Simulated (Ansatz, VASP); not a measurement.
## Two plane-wave programs on Pb

The input INCAR:

```
PREC = Accurate
ENCUT = 520
EDIFF = 1E-6
ISMEAR = 0
SIGMA = 0.1
LREAL = False
LASPH = True
NELM = 60
ALGO = Fast
ISIF = 2
LWAVE = False
LCHARG = False
GGA = PS
NBANDS = 13
```

KPOINTS

```
Automatic mesh
0
Gamma
  14 14 14
```

POSCAR

```
Pb
1.0
   -1.9796595667      1.9796595667      1.9796595667
    1.9796595667     -1.9796595667      1.9796595667
    1.9796595667      1.9796595667     -1.9796595667
Pb
1
Direct
    0.0204934225     -0.0354278085     -0.0515770498
```

Input for Ansatz:

```yaml
crystal:
  lattice:
    - [-1.9796595667, 1.9796595667, 1.9796595667]
    - [1.9796595667, -1.9796595667, 1.9796595667]
    - [1.9796595667, 1.9796595667, -1.9796595667]
  atoms:
    - { symbol: Pb, position: [0.0204934225, -0.0354278085, -0.0515770498] }
basis:
  ecutwfc: 420
kpoints:
  mp_grid: { grid: [14, 14, 14] }
hamiltonian:
  xc: pbesol
scf:
  occupations: { method: gaussian, width: 0.1 }
output:
  forces: true
  stress: true
  eigenvalues: true
  populations: true
```

Change from the starting cell: one atom moved.

Alike in both runs: task single point; functional PBEsol; k mesh 14 × 14 × 14; occupations gaussian, width 0.1 eV; no spin polarisation.

|  | VASP | Ansatz |
| --- | --- | --- |
| version | VASP 6.6.1 | Ansatz 0.2.0 |
| potentials or method | VASP PAW PBE potentials, release 64 (Pb_d) | scalar-relativistic, plane waves, PAW |
| plane-wave cutoff (eV) | 520 | 420 |
| valence electrons in the cell | 14 | 14 |

```tsv
	VASP	Ansatz	Ansatz less VASP
gap on the k mesh at the Fermi level (eV)	none	none	-
pressure (GPa)	-1.7	-1.7	+0.02
```

A gap of «none» marks a metal or a gap that the smearing closes.

Caveats: the PAW data sets were made with another functional, which shifts forces and pressure a little (VASP). The runs have no spin-orbit coupling, so splittings on Pb are missing.
